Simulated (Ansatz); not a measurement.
A run of Ansatz 0.2.0:

Contents of input.yaml:

```yaml
crystal:
  lattice:
    - [0.0, 3.2145, 3.2145]
    - [3.2145, 0.0, 3.2145]
    - [3.2145, 3.2145, 0.0]
  atoms:
    - { symbol: Hg, position: [0.0, 0.0, 0.0] }
    - { symbol: Te, position: [0.75, 0.75, 0.75] }
hamiltonian:
  xc: pbe
  pseudopotentials: { kind: paw }
kpoints:
  mp_grid: { grid: [7, 7, 7] }
scf:
  occupations: { method: gaussian, width: 0.021 }
output:
  forces: true
  stress: true
  eigenvalues: true
```

Potentials or basis: Ansatz PAW.

Launch:

```sh
$ ansatz run input.yaml --threads 2 --pin off --max-ram 5632MiB --backend cpu --events-out ev --progress --plain --runs-dir out
```

Hardware: 2 threads of Intel(R) Xeon(R) Processor @ 2.50GHz (Skylake/Cascade Lake), with other jobs on the host.

Problem. How long does it take, and how much memory?

Solution. Wall time 3.4 s on 2 threads of Intel(R) Xeon(R) Processor @ 2.50GHz (Skylake/Cascade Lake), with other jobs on the host, peak memory 0.37 GiB. Counts: scf iterations 6, plane waves 1291, k points 20, bands 22.
